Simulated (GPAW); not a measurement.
# Mg (P6_3/mmc) in GPAW: further runs

One crystal, Mg, is run at these levels: PBE; tasks: optical spectrum.

Program: GPAW 26.7.0. These are calculated values, not measurements. Logs are shortened: lines on timing, memory, paths and dates and some standing lists are left out, and cuts for length are marked. The log counts tension as positive stress, the text compression.

**1. The structure**

It takes space group P6_3/mmc (No. 194, hexagonal). Conventional cell: a = 3.252 Å, b = 3.252 Å, c = 5.279 Å, α = 90.00°, β = 90.00°, γ = 120.00°. Mg (site symmetry -6m2) is surrounded by 12 Mg at 3.24 to 3.25 Å.

**2. Optical spectrum, PBE**

run.py

```python
from ase.dft.bandgap import bandgap
from ase.io import read, write
from gpaw import GPAW, PW
from gpaw.response.df import DielectricFunction

atoms = read('POSCAR')

calc = GPAW(mode=PW(600),
            xc='PBE',
            kpts={'size': (8, 8, 4), 'gamma': True},
            occupations={'name': 'fermi-dirac', 'width': 0.05},
            nbands=19,
            convergence={'density': 1e-06},
            maxiter=150,
            txt='gpaw.txt')
atoms.calc = calc
energy = atoms.get_potential_energy()
calc.write('gs.gpw')
write('result.traj', atoms)
print(f'Energy: {energy:.6f} eV')
print('Fermi level:', round(calc.get_fermi_level(), 4), 'eV')
print(f'Gap: {bandgap(calc)[0]:.4f} eV, direct: {bandgap(calc, direct=True)[0]:.4f} eV')

dense = calc.fixed_density(kpts={'size': (19, 19, 10), 'gamma': True},
                           nbands=36, convergence={'bands': 30, 'eigenstates': 1e-7},
                           update_fermi_level=True, txt='dense.txt')
dense.write('dense.gpw', mode='all')

df = DielectricFunction('dense.gpw', frequencies={'type': 'nonlinear', 'domega0': 0.05, 'omega2': 10},
                        eta=0.1, ecut=50, nbands=30, rate='eta', txt='df.txt')
for direction in ['x', 'z']:
    df.get_dielectric_function(xc='RPA', direction=direction, filename=f'df_{direction}.csv')
```

POSCAR

```
Mg
1.0
    3.2515324747      0.0000000000      0.0000000000
   -1.6257662373      2.8159097243      0.0000000000
    0.0000000000      0.0000000000      5.2788644417
Mg
2
Direct
    0.6666666667      0.3333333333      0.7500000000
    0.3333333333      0.6666666667      0.2500000000
```

Potentials or basis: GPAW PAW data sets (gpaw-data 1.2.1), pw.

Started as:

```bash
> OMP_NUM_THREADS=1 python run.py
```

gpaw.txt:

```text
__  _  _
 | _ |_)|_||  |
 |__||  | ||/\| - 26.7.0

Input parameters:
  mode=PW(ecut=600.0),
  convergence={'density': 1e-06},
  kpts=MonkhorstPack(size=(8, 8, 4), gamma=True),
  maxiter=150,
  nbands=19,
  occupations=Occupations(name='fermi-dirac', width=0.05),
  xc=XC(name='PBE')

Diagonalizing LCAO Hamiltonian
Converting LCAO to pw mode

           Mg

        Mg

Atoms  # Å, Bohr magnetons
|   | symbol |         x |        y |        z |    initial magnetic moments |
|---|--------|-----------|----------|----------|-----------------------------|
| 0 |     Mg |  1.625766 | 0.938637 | 3.959148 | ( 0.0000,  0.0000,  0.0000) |
| 1 |     Mg | -0.000000 | 1.877273 | 1.319716 | ( 0.0000,  0.0000,  0.0000) |

Unit cell  # Å
| periodic |         x |        y |        z |  lengths |     angles |
|----------|-----------|----------|----------|----------|------------|
|      yes |  3.251532 | 0.000000 | 0.000000 | 3.251532 |  90.000000 |
|      yes | -1.625766 | 2.815910 | 0.000000 | 3.251532 |  90.000000 |
|      yes |  0.000000 | 0.000000 | 5.278864 | 5.278864 | 120.000000 |

Number of symmetries: 12
Symmetry operations  # r_c * U_cc + t_c -> r_c
|    | kind |            matrix            |
|----|------|------------------------------|
|  0 |  σ   |  1, 1, 0,  0,-1, 0,  0, 0, 1 |
|  1 |  S6  |  1, 1, 0, -1, 0, 0,  0, 0,-1 |
|  2 |  E   |  1, 0, 0,  0, 1, 0,  0, 0, 1 |
|  3 |  C2  |  1, 0, 0, -1,-1, 0,  0, 0,-1 |
|  4 |  C2  |  0, 1, 0,  1, 0, 0,  0, 0,-1 |
|  5 |  C3  |  0, 1, 0, -1,-1, 0,  0, 0, 1 |
|  6 |  S6  |  0,-1, 0,  1, 1, 0,  0, 0,-1 |
|  7 |  σ   |  0,-1, 0, -1, 0, 0,  0, 0, 1 |
|  8 |  σ   | -1, 0, 0,  1, 1, 0,  0, 0, 1 |
|  9 |  i   | -1, 0, 0,  0,-1, 0,  0, 0,-1 |
| 10 |  C3  | -1,-1, 0,  1, 0, 0,  0, 0, 1 |
| 11 |  C2  | -1,-1, 0,  0, 1, 0,  0, 0,-1 |

BZ-sampling:
  Number of BZ points: 256
  Number of IBZ points: 35

  Monkhorst-Pack size: [8, 8, 4]
  Monkhorst-Pack shift: [0.0625, 0.0625, 0.125]

K-points  # in reciprocal-cell coordinates
|     |                                coordinates |     weight |
|-----|--------------------------------------------|------------|
|   0 | (  0.00000000,   0.00000000,   0.00000000) | 0.00390625 |
|   1 | (  0.00000000,   0.00000000,   0.25000000) | 0.00781250 |
|   2 | (  0.00000000,   0.00000000,   0.50000000) | 0.00390625 |
|   3 | (  0.12500000,   0.00000000,  -0.25000000) | 0.02343750 |
|   4 | (  0.12500000,   0.00000000,   0.00000000) | 0.02343750 |
|   5 | (  0.12500000,   0.00000000,   0.25000000) | 0.02343750 |
|   6 | (  0.12500000,   0.00000000,   0.50000000) | 0.02343750 |
|   7 | (  0.25000000,  -0.12500000,   0.00000000) | 0.02343750 |
|   8 | (  0.25000000,  -0.12500000,   0.25000000) | 0.04687500 |
|   9 | (  0.25000000,  -0.12500000,   0.50000000) | 0.02343750 |
| ... |                                            |            |
|  34 | (  0.50000000,   0.50000000,   0.50000000) | 0.01171875 |

Plane wave coefficients: 1653
Cutoff: 600.0 eV

Spin-components: 1 (collinear spins)
Bands:           19
Projectors:      10
Spin-degeneracy: 2
Datatype:        complex128

Parallelization:
  kpt:    1
  domain: 1
  band:   1

Density:
  Valence electrons: 20.0
  Components: 1
  Grid points: [20 20 30]
  Charge: 0.0  # |e|

Potential:
  Grid points: [20 20 30]

species:
  Mg:
    name:    Magnesium
    Z:       12.0
    valence: 10
    core:    2
    charge:  0.0  # [|e|]
    compensation charges:
      type: gauss
      rc: 0.33  # [Å]
      lmax: 2
    cutoffs:
      filter: 1.86  # [Å]
      core: 0.54  # [Å]
    projectors
    | kind |    occ | energy [eV] | rcut [Å] |
    |------|--------|-------------|----------|
    |   2s |  2.000 |     -79.840 |    1.090 |
    |   3s |  2.000 |      -4.705 |    1.090 |
    |   2p |  6.000 |     -46.613 |    1.085 |
    |   3p |  0.000 |      -1.330 |    1.085 |
    |    d |        |       0.000 |    1.037 |

    Using partial waves for Mg as LCAO basis

Reference energy: -10899.289777  # eV

eigensolver:
  PPCG
  Converge bands: occupied
  niter=2

density mixing:
  MSR1-Mixer
  Pratt-step length: 0.05
  Maximum mixing coefficient: 0.75
  Old densities: 10
  SVD Regularization: 0.005
  Good broyden scale: 1.0
  Trust region scale: 1.0
  Backstep threshold: 4.0
  History deletion threshold: 6.0
  Fourier metric: weight=20.0, sigma=0.015

occupation numbers:
  Fermi-Dirac:
    width: 0.0500  # eV

poisson solver:
  ecut: 4800.0  # eV

xc functional:
  name: PBE with 2 nearest neighbor stencil

convergence criteria:
- Maximum integral of absolute [dens]ity change: 1e-06 electrons / valence electron
- Maximum [total energy] change in last 3 cyles: 0.0005 eV / valence electron
- Maximum integral of absolute [eigenst]ate change: 4e-08 eV^2 / valence electron
maximum number of iterations: 150

SCF iterations
|iter     | |      energy | eigst |  dens |
|---------|-|-------------|-------|-------|
|iter:   1| |   -3.244264 | +0.24 |       |
|iter:   2| |   -3.245063 | -2.21 | -1.55 |
|iter:   3| |   -3.246248c| -2.50 | -1.57 |
|iter:   4| |   -3.248908c| -3.21 | -2.06 |
|iter:   5| |   -3.248959c| -4.89 | -3.04 |
|iter:   6| |   -3.248964c| -5.73 | -3.80 |
|iter:   7| |   -3.248965c| -6.60 | -4.23 |
|iter:   8| |   -3.248965c| -7.62c| -4.80 |
|iter:   9| |   -3.248965c| -7.87c| -6.00c|

Converged in 9 steps
Energy contributions relative to reference atoms: (reference = -10899.289777)

Energy contributions:
  Kinetic:          -5.158826
  Coulomb:           6.990835
  Zero:             -0.045826
  External:          0.000000
  Xc:               -5.034028
  Entropy:          -0.002240
  Spinorbit:         0.000000
  ----------------------------
  Free energy:      -3.250085
  Extrapolated:     -3.248965

dipole moment: (0.000000, 0.000000, 0.000000)  # |e|*Ang

Fermi level: 3.215
Eigenvalues  # (at kpt = [0.000, 0.000, 0.000])
| band index |      eig [eV] | occ [0-2] |
|------------|---------------|-----------|
|          0 |       -72.949 |     2.000 |
|        ... |               |           |
|          3 |       -39.718 |     2.000 |
|          4 |       -39.716 |     2.000 |
|          5 |       -39.716 |     2.000 |
|          6 |       -39.712 |     2.000 |
|          7 |       -39.712 |     2.000 |
|          8 |        -3.459 |     2.000 |
[... 8 lines left out ...]
|         17 |        17.222 |     0.000 |
|         18 |        17.428 |     0.000 |

No gap
No difference between direct/indirect transitions
# Writing to gs.gpw (mode='')
```

It took 5.7 min on 1 thread of Arm Neoverse V2, shared host; peak memory 0.72 GiB.

What came out:

```yaml
Free_energy: -3.2501 eV
Band_gap_on_the_k_mesh: none (metal or under the smearing width)
```

Dielectric function (mean over the directions given):
```csv
energy (eV),real part,imaginary part
0.88,-119.86,70.97
1.77,-35.45,8.84
2.79,-14.53,2.28
3.69,-7.87,0.94
4.65,-4.60,0.47
5.68,-2.73,0.27
6.55,-1.79,0.19
7.55,-1.10,0.12
8.52,-0.65,0.09
9.47,-0.33,0.07
10.46,-0.09,0.05
11.31,0.06,0.04
12.30,0.22,0.03
13.36,0.34,0.02
14.22,0.42,0.02
15.26,0.50,0.02
16.36,0.56,0.02
17.36,0.62,0.02
18.58,0.67,0.01
19.87,0.71,0.01
```

Caveat: the intraband term hangs on this k mesh; the long-wavelength limit can be off by a per cent or two; independent-particle spectra lack excitons.

**3. Optical spectrum, PBE**

This run uses another cell than the first one, of 24.63 Å³/atom, 1.019 times its volume.

run.py is that of step 2.

POSCAR

```
Mg
1.0
    3.2722434310      0.0000000000      0.0000000000
   -1.6361217155      2.8338459386      0.0000000000
    0.0000000000      0.0000000000      5.3124886887
Mg
2
Direct
    0.6666666667      0.3333333333      0.7500000000
    0.3333333333      0.6666666667      0.2500000000
```

Potentials or basis: GPAW PAW data sets (gpaw-data 1.2.1), pw.

Started as:

```bash
> OMP_NUM_THREADS=1 python run.py
```

gpaw.txt:

```text
__  _  _
 | _ |_)|_||  |
 |__||  | ||/\| - 26.7.0

Input parameters:
  mode=PW(ecut=600.0),
  convergence={'density': 1e-06},
  kpts=MonkhorstPack(size=(8, 8, 4), gamma=True),
  maxiter=150,
  nbands=19,
  occupations=Occupations(name='fermi-dirac', width=0.05),
  xc=XC(name='PBE')

Diagonalizing LCAO Hamiltonian
Converting LCAO to pw mode

           Mg

        Mg

Atoms  # Å, Bohr magnetons
|   | symbol |         x |        y |        z |    initial magnetic moments |
|---|--------|-----------|----------|----------|-----------------------------|
| 0 |     Mg |  1.636122 | 0.944615 | 3.984367 | ( 0.0000,  0.0000,  0.0000) |
| 1 |     Mg | -0.000000 | 1.889231 | 1.328122 | ( 0.0000,  0.0000,  0.0000) |

Unit cell  # Å
| periodic |         x |        y |        z |  lengths |     angles |
|----------|-----------|----------|----------|----------|------------|
|      yes |  3.272243 | 0.000000 | 0.000000 | 3.272243 |  90.000000 |
|      yes | -1.636122 | 2.833846 | 0.000000 | 3.272243 |  90.000000 |
|      yes |  0.000000 | 0.000000 | 5.312489 | 5.312489 | 120.000000 |

Number of symmetries: 12
Symmetry operations  # r_c * U_cc + t_c -> r_c
|    | kind |            matrix            |
|----|------|------------------------------|
|  0 |  σ   |  1, 1, 0,  0,-1, 0,  0, 0, 1 |
|  1 |  S6  |  1, 1, 0, -1, 0, 0,  0, 0,-1 |
|  2 |  E   |  1, 0, 0,  0, 1, 0,  0, 0, 1 |
|  3 |  C2  |  1, 0, 0, -1,-1, 0,  0, 0,-1 |
|  4 |  C2  |  0, 1, 0,  1, 0, 0,  0, 0,-1 |
|  5 |  C3  |  0, 1, 0, -1,-1, 0,  0, 0, 1 |
|  6 |  S6  |  0,-1, 0,  1, 1, 0,  0, 0,-1 |
|  7 |  σ   |  0,-1, 0, -1, 0, 0,  0, 0, 1 |
|  8 |  σ   | -1, 0, 0,  1, 1, 0,  0, 0, 1 |
[... 85 lines left out ...]
  Maximum mixing coefficient: 0.75
  Old densities: 10
  SVD Regularization: 0.005
  Good broyden scale: 1.0
  Trust region scale: 1.0
  Backstep threshold: 4.0
  History deletion threshold: 6.0
  Fourier metric: weight=20.0, sigma=0.015

occupation numbers:
  Fermi-Dirac:
    width: 0.0500  # eV

poisson solver:
  ecut: 4800.0  # eV

xc functional:
  name: PBE with 2 nearest neighbor stencil

convergence criteria:
- Maximum integral of absolute [dens]ity change: 1e-06 electrons / valence electron
- Maximum [total energy] change in last 3 cyles: 0.0005 eV / valence electron
- Maximum integral of absolute [eigenst]ate change: 4e-08 eV^2 / valence electron
maximum number of iterations: 150

SCF iterations
|iter     | |      energy | eigst |  dens |
|---------|-|-------------|-------|-------|
|iter:   1| |   -3.232295 | +0.25 |       |
|iter:   2| |   -3.233110 | -2.20 | -1.54 |
|iter:   3| |   -3.234011c| -2.50 | -1.57 |
|iter:   4| |   -3.236696c| -3.23 | -2.06 |
|iter:   5| |   -3.236750c| -4.89 | -3.03 |
|iter:   6| |   -3.236755c| -5.78 | -3.76 |
|iter:   7| |   -3.236756c| -6.89 | -4.11 |
|iter:   8| |   -3.236756c| -7.70c| -4.56 |
|iter:   9| |   -3.236756c| -9.20c| -5.94 |
|iter:  10| |   -3.236756c| -9.91c| -6.43c|

Converged in 10 steps
Energy contributions relative to reference atoms: (reference = -10899.289777)

Energy contributions:
  Kinetic:          -5.794810
  Coulomb:           7.460755
  Zero:             -0.045384
  External:          0.000000
  Xc:               -4.856141
  Entropy:          -0.002354
  Spinorbit:         0.000000
  ----------------------------
  Free energy:      -3.237933
  Extrapolated:     -3.236756

dipole moment: (0.000000, 0.000000, 0.000000)  # |e|*Ang

Fermi level: 3.097
Eigenvalues  # (at kpt = [0.000, 0.000, 0.000])
| band index |      eig [eV] | occ [0-2] |
|------------|---------------|-----------|
|          0 |       -73.090 |     2.000 |
|        ... |               |           |
|          3 |       -39.860 |     2.000 |
|          4 |       -39.858 |     2.000 |
|          5 |       -39.858 |     2.000 |
|          6 |       -39.854 |     2.000 |
|          7 |       -39.854 |     2.000 |
|          8 |        -3.490 |     2.000 |
[... 8 lines left out ...]
|         17 |        16.905 |     0.000 |
|         18 |        17.177 |     0.000 |

No gap
No difference between direct/indirect transitions
# Writing to gs.gpw (mode='')
```

df.txt:

```text
NonLinearFrequencyDescriptor(from 0.000 to 105.605 eV, 394 points)
NonLinearFrequencyDescriptor(from 0.000 to 105.605 eV, 394 points)

Calculating chi0 body with:
    Ground state adapter containing:
    Number of spins: 1
    Number of kpoints: 3610
    Number of irreducible kpoints: 360
    Number of completely occupied states: 8
    Number of partially occupied states: 12

    Linear response parametrization:
    q_c: [0.0, 0.0, 0.0]
    Number of frequency points: 394
[... 43 lines left out ...]
    Number of kpoints: 3610
    Number of irreducible kpoints: 360
    Number of completely occupied states: 8
    Number of partially occupied states: 12

Symmetries of q_c:
    Direct symmetries (Uq -> q): 12
    Indirect symmetries (TUq -> q): 0
In total 12 allowed symmetries.

Integral kind: intraband
Plasma frequency:
[[8.03+0.j 0.  +0.j 0.  +0.j]
 [0.  +0.j 8.03+0.j 0.  +0.j]
 [0.  +0.j 0.  +0.j 8.26+0.j]]

Finished calculating chi0
```

Run time: 5.4 min. Hardware: 1 thread of Arm Neoverse V2, shared host; peak memory 0.73 GiB.

Results:

```yaml
Free_energy: -3.2379 eV
Band_gap_on_the_k_mesh: none (metal or under the smearing width)
```

Dielectric function (mean over the directions given):
```tsv
energy (eV)	real part	imaginary part
0.88	-122.26	70.08
1.54	-49.63	11.48
2.18	-25.04	5.21
2.79	-14.67	2.25
3.43	-9.50	1.02
4.03	-6.58	0.78
4.65	-4.64	0.45
5.31	-3.33	0.28
5.91	-2.50	0.21
6.55	-1.83	0.19
7.12	-1.39	0.12
7.81	-0.99	0.10
8.43	-0.71	0.09
9.08	-0.46	0.07
9.66	-0.29	0.06
10.26	-0.15	0.05
10.88	-0.02	0.05
11.52	0.10	0.03
12.19	0.19	0.03
12.77	0.27	0.03
13.48	0.34	0.03
14.10	0.40	0.02
14.73	0.45	0.02
15.39	0.50	0.02
16.08	0.54	0.02
16.78	0.58	0.02
17.51	0.62	0.01
18.27	0.65	0.01
19.06	0.68	0.01
19.87	0.71	0.01
```

Caveat: the intraband term hangs on this k mesh; the long-wavelength limit can be off by a per cent or two; independent-particle spectra lack excitons.
